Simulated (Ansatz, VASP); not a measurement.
This is a calculation of TiPt3 for VASP 6.6.1.

The input INCAR:

```
SYSTEM = TiPt3
PREC     = Accurate       ! precision mode
ENCUT    = 520            ! plane-wave cutoff, eV
EDIFF    = 1E-7           ! SCF threshold, eV
ISMEAR   = -1             ! smearing method
SIGMA    = 0.05           ! smearing width, eV
LREAL    = .False.        ! projectors in reciprocal space
LASPH    = .True.         ! aspherical terms in the spheres
NELM     = 80             ! most SCF steps
ALGO     = Normal         ! electronic algorithm
ISIF     = 2              ! what is computed and relaxed
LWAVE    = .False.        ! write WAVECAR
LCHARG   = .False.        ! write CHGCAR
GGA      = PS             ! functional
NBANDS   = 29             ! bands
```

The input KPOINTS:

```
Automatic mesh
0
Gamma
  7 7 7
  0 0 0
```

Contents of POSCAR:

```
TiPt3
1.0
    3.9482821967      0.0000000000      0.0000000000
    0.0000000000      3.9482821967      0.0000000000
    0.0000000000      0.0000000000      3.9482821967
Pt Ti
3 1
Direct
    0.5000000000      0.5000000000      0.0000000000
    0.5000000000      0.0000000000      0.5000000000
    0.0000000000      0.5000000000      0.5000000000
    0.0000000000      0.0000000000      0.0000000000
```

Potentials or basis: VASP PAW PBE potentials, release 64 (Pt, Ti_sv).

Command:

```sh
$ cat potpaw_PBE.64/Pt/POTCAR potpaw_PBE.64/Ti_sv/POTCAR > POTCAR
$ mpirun -np 1 vasp_std > vasp.out
```

Task: Translate it to Ansatz 0.2.0. Potentials there: all-electron LAPW, scalar-relativistic.

Result: As run (the cutoff follows the program's own potentials):

input.yaml

```yaml
crystal:
  lattice:
    - [3.9482821967, 0.0, 0.0]
    - [0.0, 3.9482821967, 0.0]
    - [0.0, 0.0, 3.9482821967]
  atoms:
    - { symbol: Pt, position: [0.5, 0.5, 0.0] }
    - { symbol: Pt, position: [0.5, 0.0, 0.5] }
    - { symbol: Pt, position: [0.0, 0.5, 0.5] }
    - { symbol: Ti, position: [0.0, 0.0, 0.0] }
kpoints:
  mp_grid: { grid: [7, 7, 7] }
scf:
  occupations: { method: fermi_dirac, width: 0.05 }
hamiltonian:
  xc: pbesol
  pseudopotentials: { kind: all_electron, lapw: { basis_error: 0.001 } }
output:
  forces: true
  stress: true
  eigenvalues: true
```

Potentials or basis: all-electron LAPW, scalar-relativistic.

Command:

```console
$ ansatz run input.yaml --threads 2 --pin off --max-ram 8192MiB --backend cpu --events-out ev --progress --plain --runs-dir out
```

Both were run:

|  | VASP | Ansatz | Ansatz less VASP |
| --- | --- | --- | --- |
| gap on the k mesh at the Fermi level (eV) | none | none | - |
| pressure (GPa) | -9.3 | -9.1 | +0.25 |

A gap of «none» marks a metal or a gap that the smearing closes. Ansatz ran all-electron here, so the differences hold the error of VASP's frozen core and of both bases.

Caveats: the PAW data sets were made with another functional, which shifts forces and pressure a little (VASP). Spin-orbit coupling is left out, which matters for the levels of Pt.
